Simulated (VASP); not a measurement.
## Al: equation of state with PBEsol

The system is Al.

```
CELL_PARAMETERS angstrom
-1.59122 1.59122 1.59122
1.59122 -1.59122 1.59122
1.59122 1.59122 -1.59122
ATOMIC_POSITIONS crystal
Al 0.00000 0.00000 0.00000
```

This isn't the form of Al at room conditions, which is fcc.

- Program: VASP 6.6.1
- Task: equation of state
- Functional: PBEsol
- Potentials or basis: VASP PAW PBE potentials, release 64 (Al)
- Cutoff: 520 eV
- k mesh: 12 × 12 × 12
- Occupations: fermi-dirac, width 0.05 eV
- Spin: no spin polarisation
- Ladder: free
- Further INCAR settings: ALGO = Normal; EDIFF = 1e-07; NBANDS = 8

```yaml
Equilibrium_volume: 16.60 Å³/atom
Bulk_modulus: 73 GPa
Pressure_derivative_of_the_bulk_modulus: 3.9
```

Energy against volume, from the lowest point:
```csv
volume (Å³/atom),energy (meV/atom)
15.149,33.55
15.471,19.51
15.793,9.50
16.116,3.12
16.438,0.06
16.760,0.00
17.083,2.68
```

All runs of the series together: 36 s on 1 thread of Intel(R) Xeon(R) Platinum 8259CL CPU @ 2.50GHz (Skylake/Cascade Lake), on a shared host.

Caveat: the PAW data sets were made with another functional, which shifts forces and pressure a little.
